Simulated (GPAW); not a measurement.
# PbSe (Clausthalite) (Fm-3m) in GPAW: notebook

One crystal, PbSe (Clausthalite), is run at these levels: optPBE-vdW, r2SCAN+D4; tasks: band structure, equation of state.

Program: GPAW 26.7.0. These are calculated values, not measurements. Logs are shortened: lines on timing, memory, paths and dates and some standing lists are left out, and cuts for length are marked. The log counts tension as positive stress, the text compression.

**Experimental background.**

From a printed reference work, monograph, for a bulk crystal of PbSe at 4.2 K: band gap 0.15 eV (direct).

The results are compared with them further down.

### 1 Starting point

Symmetry: Fm-3m, No. 225, cubic system. The conventional cell has a = 6.121 Å, b = 6.121 Å, c = 6.121 Å, α = 90.00°, β = 90.00°, γ = 90.00°. Around Pb (site symmetry m-3m) lie 6 Se at 3.06 Å. Around Se (site symmetry m-3m) lie 6 Pb at 3.06 Å.

### 2 Band structure, optPBE-vdW, spin-orbit coupling, no magnetisation

File run.py:

```python
import numpy as np
from ase.dft.bandgap import bandgap
from ase.io import write
from ase.spacegroup import crystal
from gpaw import GPAW, PW
from gpaw.spinorbit import soc_eigenstates

# Pb 4a
# Se 4b
atoms = crystal(['Pb', 'Se'],
                basis=[[0.0, 0.0, 0.0],
                       [0.5, 0.0, 0.0]],
                spacegroup=225, setting=1,  # Fm-3m
                cellpar=[6.1213, 6.1213, 6.1213, 90.0, 90.0, 90.0],
                primitive_cell=True)

calc = GPAW(mode=PW(600),
            xc={'name': 'optPBE-vdW', 'backend': 'libvdwxc'},
            kpts={'size': (6, 6, 6), 'gamma': True},
            occupations={'name': 'fermi-dirac', 'width': 0.05},
            nbands=19,
            convergence={'density': 1e-05, 'energy': 1e-05},
            maxiter=150,
            txt='gpaw.txt')
atoms.calc = calc
energy = atoms.get_potential_energy()
forces = atoms.get_forces()
calc.write('gs.gpw')
write('result.traj', atoms)
print(f'Energy: {energy:.6f} eV')
print('Forces (eV/A):')
print(forces.round(4))
print('Fermi level:', round(calc.get_fermi_level(), 4), 'eV')
print(f'Gap: {bandgap(calc)[0]:.4f} eV, direct: {bandgap(calc, direct=True)[0]:.4f} eV')

path = atoms.cell.bandpath('GXWKGLUWLK,UX', npoints=60, eps=1e-4)
bs_calc = calc.fixed_density(kpts=path, symmetry='off', nbands=31,
                             convergence={'bands': 'CBM+6.0', 'eigenstates': 1e-6}, txt='bands.txt')
bs = bs_calc.band_structure()
bs.write('bs.json')
print(f'Gap on the path: {bandgap(bs_calc)[0]:.4f} eV')

soc = soc_eigenstates(bs_calc, theta=0, phi=0)
np.savetxt('soc_bands.dat', soc.eigenvalues(), fmt='%.4f')
mesh = soc_eigenstates('gs.gpw', theta=0, phi=0)
np.savetxt('soc_mesh.dat', mesh.eigenvalues(), fmt='%.4f')
print('Fermi level with spin-orbit coupling:', round(mesh.fermi_level, 4), 'eV')
```

Potentials or basis: GPAW PAW data sets (gpaw-data 1.2.1), pw.

Started as:

```bash
$ OMP_NUM_THREADS=1 python run.py
```

gpaw.txt:

```text
__  _  _
 | _ |_)|_||  |
 |__||  | ||/\| - 26.7.0

Input parameters:
  mode=PW(ecut=600.0),
  convergence={'density': 1e-05, 'energy': 1e-05},
  kpts=MonkhorstPack(size=(6, 6, 6), gamma=True),
  maxiter=150,
  nbands=19,
  occupations=Occupations(name='fermi-dirac', width=0.05),
  xc=XC(name='optPBE-vdW', backend='libvdwxc')

Diagonalizing LCAO Hamiltonian
Converting LCAO to pw mode

                Se

       Pb

Atoms  # Å, Bohr magnetons
|   | symbol |        x |        y |        z |    initial magnetic moments |
|---|--------|----------|----------|----------|-----------------------------|
| 0 |     Pb | 0.000000 | 0.000000 | 0.000000 | ( 0.0000,  0.0000,  0.0000) |
| 1 |     Se | 3.060650 | 3.060650 | 3.060650 | ( 0.0000,  0.0000,  0.0000) |

Unit cell  # Å
| periodic |        x |        y |        z |  lengths |    angles |
|----------|----------|----------|----------|----------|-----------|
|      yes | 0.000000 | 3.060650 | 3.060650 | 4.328413 | 60.000000 |
|      yes | 3.060650 | 0.000000 | 3.060650 | 4.328413 | 60.000000 |
|      yes | 3.060650 | 3.060650 | 0.000000 | 4.328413 | 60.000000 |

Number of symmetries: 48
Symmetry operations  # r_c * U_cc + t_c -> r_c
|    | kind |            matrix            |
|----|------|------------------------------|
|  0 |  σ   |  1, 0, 0,  1, 0,-1,  1,-1, 0 |
|  1 |  C2  |  1, 0, 0,  1,-1, 0,  1, 0,-1 |
|  2 |  E   |  1, 0, 0,  0, 1, 0,  0, 0, 1 |
|  3 |  σ   |  1, 0, 0,  0, 0, 1,  0, 1, 0 |
|  4 |  C4  |  1, 0,-1,  1, 0, 0,  1,-1, 0 |
|  5 |  S6  |  1, 0,-1,  1,-1, 0,  1, 0, 0 |
|  6 |  σ   |  1, 0,-1,  0, 1,-1,  0, 0,-1 |
|  7 |  C3  |  1, 0,-1,  0, 0,-1,  0, 1,-1 |
|  8 |  S6  |  1,-1, 0,  1, 0, 0,  1, 0,-1 |
|  9 |  C4  |  1,-1, 0,  1, 0,-1,  1, 0, 0 |
| 10 |  C3  |  1,-1, 0,  0,-1, 1,  0,-1, 0 |
| 11 |  σ   |  1,-1, 0,  0,-1, 0,  0,-1, 1 |
| 12 |  σ   |  0, 1, 0,  1, 0, 0,  0, 0, 1 |
| 13 |  C4  |  0, 1, 0,  0, 1,-1, -1, 1, 0 |
| 14 |  C3  |  0, 1, 0,  0, 0, 1,  1, 0, 0 |
| 15 |  S6  |  0, 1, 0, -1, 1, 0,  0, 1,-1 |
| 16 |  C2  |  0, 1,-1,  1, 0,-1,  0, 0,-1 |
| 17 |  σ   |  0, 1,-1,  0, 1, 0, -1, 1, 0 |
| 18 |  S4  |  0, 1,-1,  0, 0,-1,  1, 0,-1 |
| 19 |  C4  |  0, 1,-1, -1, 1, 0,  0, 1, 0 |
| 20 |  C3  |  0, 0, 1,  1, 0, 0,  0, 1, 0 |
| 21 |  σ   |  0, 0, 1,  0, 1, 0,  1, 0, 0 |
| 22 |  S6  |  0, 0, 1,  0,-1, 1, -1, 0, 1 |
| 23 |  C4  |  0, 0, 1, -1, 0, 1,  0,-1, 1 |
| 24 |  S4  |  0, 0,-1,  1, 0,-1,  0, 1,-1 |
| 25 |  C3  |  0, 0,-1,  0, 1,-1,  1, 0,-1 |
| 26 |  C2  |  0, 0,-1,  0,-1, 0, -1, 0, 0 |
| 27 |  S6  |  0, 0,-1, -1, 0, 0,  0,-1, 0 |
| 28 |  S4  |  0,-1, 1,  1,-1, 0,  0,-1, 0 |
| 29 |  C4  |  0,-1, 1,  0, 0, 1, -1, 0, 1 |
| 30 |  C2  |  0,-1, 1,  0,-1, 0,  1,-1, 0 |
| 31 |  σ   |  0,-1, 1, -1, 0, 1,  0, 0, 1 |
| 32 |  C3  |  0,-1, 0,  1,-1, 0,  0,-1, 1 |
| 33 |  S6  |  0,-1, 0,  0, 0,-1, -1, 0, 0 |
| 34 |  S4  |  0,-1, 0,  0,-1, 1,  1,-1, 0 |
| 35 |  C2  |  0,-1, 0, -1, 0, 0,  0, 0,-1 |
| 36 |  C2  | -1, 1, 0,  0, 1, 0,  0, 1,-1 |
| 37 |  S6  | -1, 1, 0,  0, 1,-1,  0, 1, 0 |
| 38 |  S4  | -1, 1, 0, -1, 0, 1, -1, 0, 0 |
| 39 |  C3  | -1, 1, 0, -1, 0, 0, -1, 0, 1 |
| 40 |  S6  | -1, 0, 1,  0, 0, 1,  0,-1, 1 |
| 41 |  C2  | -1, 0, 1,  0,-1, 1,  0, 0, 1 |
| 42 |  C3  | -1, 0, 1, -1, 1, 0, -1, 0, 0 |
| 43 |  S4  | -1, 0, 1, -1, 0, 0, -1, 1, 0 |
| 44 |  C2  | -1, 0, 0,  0, 0,-1,  0,-1, 0 |
| 45 |  i   | -1, 0, 0,  0,-1, 0,  0, 0,-1 |
| 46 |  σ   | -1, 0, 0, -1, 1, 0, -1, 0, 1 |
| 47 |  C2  | -1, 0, 0, -1, 0, 1, -1, 1, 0 |

BZ-sampling:
  Number of BZ points: 216
  Number of IBZ points: 16

  Monkhorst-Pack size: [6, 6, 6]
  Monkhorst-Pack shift: [0.08333333333333333, 0.08333333333333333, 0.08333333333333333]

K-points  # in reciprocal-cell coordinates
|     |                                coordinates |     weight |
|-----|--------------------------------------------|------------|
|   0 | (  0.00000000,   0.00000000,   0.00000000) | 0.00462963 |
|   1 | (  0.16666667,   0.16666667,   0.00000000) | 0.02777778 |
|   2 | (  0.16666667,   0.16666667,   0.16666667) | 0.03703704 |
|   3 | (  0.33333333,   0.16666667,   0.16666667) | 0.05555556 |
|   4 | (  0.33333333,   0.33333333,  -0.33333333) | 0.05555556 |
|   5 | (  0.33333333,   0.33333333,   0.00000000) | 0.02777778 |
|   6 | (  0.33333333,   0.33333333,   0.16666667) | 0.11111111 |
|   7 | (  0.33333333,   0.33333333,   0.33333333) | 0.03703704 |
|   8 | (  0.50000000,   0.33333333,  -0.33333333) | 0.11111111 |
|   9 | (  0.50000000,   0.33333333,  -0.16666667) | 0.05555556 |
| ... |                                            |            |
|  15 | (  0.50000000,   0.50000000,   0.50000000) | 0.01851852 |

Plane wave coefficients: 1936
Cutoff: 600.0 eV

Spin-components: 1 (collinear spins)
Bands:           19
Projectors:      11
Spin-degeneracy: 2
Datatype:        complex128

Parallelization:
  kpt:    1
  domain: 1
  band:   1

Density:
  Valence electrons: 20.0
  Components: 1
  Grid points: [25 25 25]
  Charge: 0.0  # |e|

Potential:
  Grid points: [25 25 25]

species:
  Pb:
    name:    Lead
    Z:       82.0
    valence: 14
    core:    68
    charge:  0.0  # [|e|]
    compensation charges:
      type: gauss
      rc: 0.38  # [Å]
      lmax: 2
    cutoffs:
      filter: 2.36  # [Å]
      core: 2.43  # [Å]
    projectors
    | kind |    occ | energy [eV] | rcut [Å] |
    |------|--------|-------------|----------|
    |   6s |  2.000 |     -11.969 |    1.259 |
    |   6p |  2.000 |      -3.506 |    1.275 |
    |   5d | 10.000 |     -21.211 |    1.217 |
    |    s |        |      15.243 |    1.259 |
    |    p |        |      23.705 |    1.275 |
    |    d |        |       6.001 |    1.217 |

    Using partial waves for Pb as LCAO basis

  Se:
    name:    Selenium
    Z:       34.0
    valence: 6
    core:    28
    charge:  0.0  # [|e|]
    compensation charges:
      type: gauss
      rc: 0.27  # [Å]
      lmax: 2
    cutoffs:
      filter: 1.77  # [Å]
      core: 2.67  # [Å]
    projectors
    | kind |    occ | energy [eV] | rcut [Å] |
    |------|--------|-------------|----------|
    |   4s |  2.000 |     -17.277 |    0.847 |
    |   4p |  4.000 |      -6.512 |    1.005 |
    |    s |        |       9.935 |    0.847 |
    |    p |        |      20.699 |    1.005 |
    |    d |        |       0.000 |    0.847 |

    Using partial waves for Se as LCAO basis

Reference energy: -633377.995495  # eV

eigensolver:
  PPCG
  Converge bands: occupied
  niter=2

density mixing:
  MSR1-Mixer
  Pratt-step length: 0.05
  Maximum mixing coefficient: 0.75
  Old densities: 10
  SVD Regularization: 0.005
  Good broyden scale: 1.0
  Trust region scale: 1.0
  Backstep threshold: 4.0
  History deletion threshold: 6.0
  Fourier metric: weight=20.0, sigma=0.015

occupation numbers:
  Fermi-Dirac:
    width: 0.0500  # eV

poisson solver:
  ecut: 4800.0  # eV

xc functional:
  name: vdW-optPBE with libvdwxc
  Mode: serial
  Semilocal: GGA_X_OPTPBE_VDW+LDA_C_PW with 2 nearest neighbor stencil
  Corresponding non-local functional: vdW-DF
  Local blocksize: 50 x 50 x 50
  PAW datasets: PBE

convergence criteria:
- Maximum integral of absolute [dens]ity change: 1e-05 electrons / valence electron
- Maximum [total energy] change in last 3 cyles: 1e-05 eV / valence electron
- Maximum integral of absolute [eigenst]ate change: 4e-08 eV^2 / valence electron
maximum number of iterations: 150

SCF iterations
|iter     | |      energy | eigst |  dens |
|---------|-|-------------|-------|-------|
|iter:   1| |  -51.388741 | -0.24 |       |
|iter:   2| |  -51.321314 | -2.07 | -1.20 |
|iter:   3| |  -51.109026 | -1.76 | -1.25 |
|iter:   4| |  -51.111848 | -3.43 | -1.88 |
|iter:   5| |  -51.112895 | -4.05 | -2.25 |
|iter:   6| |  -51.112961 | -5.58 | -3.09 |
|iter:   7| |  -51.112966c| -6.76 | -3.68 |
|iter:   8| |  -51.112966c| -7.86c| -4.43 |
|iter:   9| |  -51.112966c| -8.11c| -5.12c|

Converged in 9 steps
Energy contributions relative to reference atoms: (reference = -633377.995495)

Energy contributions:
  Kinetic:          24.448962
  Coulomb:         -23.679914
  Zero:             -0.453281
  External:          0.000000
  Xc:              -51.428381
  Entropy:          -0.000705
  Spinorbit:         0.000000
  ----------------------------
  Free energy:     -51.113319
  Extrapolated:    -51.112966

dipole moment: (-25.711410, -25.711410, -25.711410)  # |e|*Ang

Fermi level: 6.293
Eigenvalues  # (at kpt = [0.000, 0.000, 0.000])
| band index |      eig [eV] | occ [0-2] |
|------------|---------------|-----------|
|          0 |       -10.913 |     2.000 |
|        ... |               |           |
|          2 |       -10.911 |     2.000 |
|          3 |       -10.911 |     2.000 |
|          4 |       -10.911 |     2.000 |
|          5 |        -7.467 |     2.000 |
|          6 |        -0.126 |     2.000 |
|          7 |         4.219 |     2.000 |
[... 9 lines left out ...]
|         17 |        14.724 |     0.000 |
|         18 |        15.193 |     0.000 |

Gap: 0.300 eV
Transition (v -> c):
  (s=0, k=15, n=9, [0.50, 0.50, 0.50]) -> (s=0, k=15, n=10, [0.50, 0.50, 0.50])
No difference between direct/indirect transitions

Forces  # eV/Ang
|       x |        y |        z |
|---------|----------|----------|
| 0.00000 | -0.00000 | -0.00000 |  # Pb   0
| 0.00000 |  0.00000 |  0.00000 |  # Se   1

# Writing to gs.gpw (mode='')
```

It took 29 s on 1 thread of Intel Xeon Platinum 8375C at 2.90GHz (Ice Lake), shared host; peak memory 0.3 GiB.

What came out:

```yaml
Free_energy: -51.1133 eV
Band_gap_on_the_k_mesh: 0.37 eV, direct
Band_gap_along_the_path: 0.44 eV, direct
```

Levels at the corners of the path, in eV from the valence-band top:
```
point  band 16  band 17  band 18  band 19  band 20  band 21  band 22  band 23  band 24  band 25
    Γ    -2.05    -1.27    -1.27    -1.27    -1.27     3.11     3.11     6.04     6.04     6.04
    X    -4.65    -3.16    -3.16    -2.58    -2.58     4.20     4.20     4.69     4.69     6.71
    W    -4.06    -3.71    -3.71    -0.40    -0.40     2.01     2.01     5.28     5.28     5.51
    K    -4.24    -2.51    -2.51    -1.88    -1.88     3.25     3.25     4.59     4.59     5.89
    Γ    -2.05    -1.27    -1.27    -1.27    -1.27     3.11     3.11     6.04     6.04     6.04
    L    -1.22    -0.98    -0.98     0.00     0.00     0.44     0.44     1.83     1.83     2.83
    U    -4.24    -2.51    -2.51    -1.88    -1.88     3.25     3.25     4.59     4.59     5.89
    W    -4.06    -3.71    -3.71    -0.40    -0.40     2.01     2.01     5.28     5.28     5.51
    L    -1.22    -0.98    -0.98     0.00     0.00     0.44     0.44     1.83     1.83     2.83
    K    -4.24    -2.51    -2.51    -1.88    -1.88     3.25     3.25     4.59     4.59     5.89
    U    -4.24    -2.51    -2.51    -1.88    -1.88     3.25     3.25     4.59     4.59     5.89
    X    -4.65    -3.16    -3.16    -2.58    -2.58     4.20     4.20     4.69     4.69     6.71
```

Caveat: spin-orbit coupling was added after a scalar SCF, so levels and gaps hold it while energy, forces, pressure and moments don't; this program's spin-orbit splittings come out too wide for heavy elements; the PAW data sets were made with another functional, which shifts forces and pressure a little.

### 3 Equation of state, r2SCAN+D4

File run.py:

```python
from ase.calculators.mixing import SumCalculator
from ase.eos import EquationOfState
from ase.io import Trajectory, read
from ase.units import GPa
from dftd4.ase import DFTD4
from gpaw import GPAW, PW

atoms = read('PbSe.xyz')

traj = Trajectory('eos.traj', 'w')
volumes, energies = [], []
for x in [0.94, 0.96, 0.98, 1.0, 1.02, 1.04, 1.06]:
    a = atoms.copy()
    a.set_cell(atoms.cell * x**(1 / 3), scale_atoms=True)
    calc = GPAW(mode=PW(600),
                xc='MGGA_X_R2SCAN+MGGA_C_R2SCAN',
                kpts={'size': (6, 6, 6), 'gamma': True},
                occupations={'name': 'fermi-dirac', 'width': 0.05},
                nbands=19,
                convergence={'density': 1e-05, 'energy': 1e-05},
                maxiter=150,
                txt=f'eos-{x:.2f}.txt')
    a.calc = SumCalculator([calc, DFTD4(method='r2scan')])
    energies.append(a.get_potential_energy())
    volumes.append(a.get_volume())
    p = -a.get_stress()[:3].mean() / GPa
    calc.write(f'eos-{x:.2f}.gpw')
    traj.write(a)
    print(f'{x:.2f} {volumes[-1]:10.4f} A^3 {energies[-1]:14.6f} eV {p:9.3f} GPa', flush=True)

v0, e0, B = EquationOfState(volumes, energies, eos='birchmurnaghan').fit()
print(f'V0 = {v0:.4f} A^3, E0 = {e0:.6f} eV, B0 = {B / GPa:.2f} GPa')
```

File PbSe.xyz:

```xyz
2
Lattice="0.0000000000 3.0606500000 3.0606500000 3.0606500000 0.0000000000 3.0606500000 3.0606500000 3.0606500000 0.0000000000" Properties=species:S:1:pos:R:3 pbc="T T T"
Pb     0.0000000000      0.0000000000      0.0000000000
Se     3.0606500000      3.0606500000      3.0606500000
```

Potentials or basis: GPAW PAW data sets (gpaw-data 1.2.1), pw.

Started as:

```bash
$ OMP_NUM_THREADS=1 python run.py
```

Wall time 3.9 min (1 thread of Intel Xeon Platinum 8375C at 2.90GHz (Ice Lake), shared host); peak memory 0.96 GiB.

Results (log left out):

| Quantity | Value |
| --- | --- |
| Equilibrium volume | 29.02 Å³/atom (rough: see the caveat) |
| Bulk modulus | 50 GPa (rough) |

Energy against volume, from the lowest point:
```
volume (Å³/atom)  energy (meV/atom)
          26.951              27.46
          27.524              13.61
          28.097               4.77
          28.671               0.39
          29.244               0.00
          29.818               3.11
          30.391               8.79
```

Caveat: the points scatter about the fit; the PAW data sets were made with another functional, which shifts forces and pressure a little.

### 4 Against experiment

Step 2. Measured gap of PbSe: 0.15 eV (direct; 4.2 K; a printed reference work, monograph). This calculation gives 0.37 eV (+0.22 eV). 2 values of this kind are on record (0.15 to 0.28 eV); this one was drawn at random. The value is that of optPBE-vdW on a finite k mesh, which can miss the band edges, without temperature or zero-point motion.
